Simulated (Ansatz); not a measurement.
# Direct or indirect: CaH2S2 sheet (C2/m)

```xyz
5
Lattice="4.4185 -0.0149 0.0000 2.2471 3.8045 0.0000 0.0000 0.0000 20.3200" Properties=species:S:1:pos:R:3 pbc="T T T"
Ca    2.1272    1.3890   10.1600
S    -0.0871    0.1302   11.4725
S     4.3414    2.6480    8.8475
H     4.3209    0.1103   12.8218
H     4.3511    2.6544    7.4982
```

Method: Ansatz, PBE, independent particles, without spin-orbit coupling, line width 0.1 eV (Gaussian). The band structure gives a fundamental gap of 3.83 eV. The spectrum of vertical transitions near the edge:

```
E (eV)  absorbance (%), E ∥ x  absorbance (%), E ∥ y
  3.36                   0.00                   0.00
  3.48                   0.00                   0.00
  3.60                   0.00                   0.00
  3.72                   0.04                   0.06
  3.84                   0.43                   0.50
  3.96                   0.89                   0.89
  4.08                   0.84                   0.81
  4.20                   0.70                   0.68
  4.32                   0.86                   0.93
  4.44                   3.80                   4.04
  4.56                   6.23                   6.07
  4.68                   5.56                   5.54
  4.80                   6.17                   6.16
  4.92                   6.24                   6.20
  5.04                   6.32                   6.30
```

Task: Is the gap direct or indirect, and about where do vertical transitions set in?

Result: Direct: the band path has its least direct gap at the fundamental one, 3.83 eV, and the curves rise from there. Lines are broadened by 0.1 eV, which spreads the edge.

Cells made by substitution are models, which may or may not match a known phase.

[Logs are printed without paths, hosts, clocks, repeated set-up lines and the standing remarks that a program may print on its own settings, such as how far it seeks lower states.]
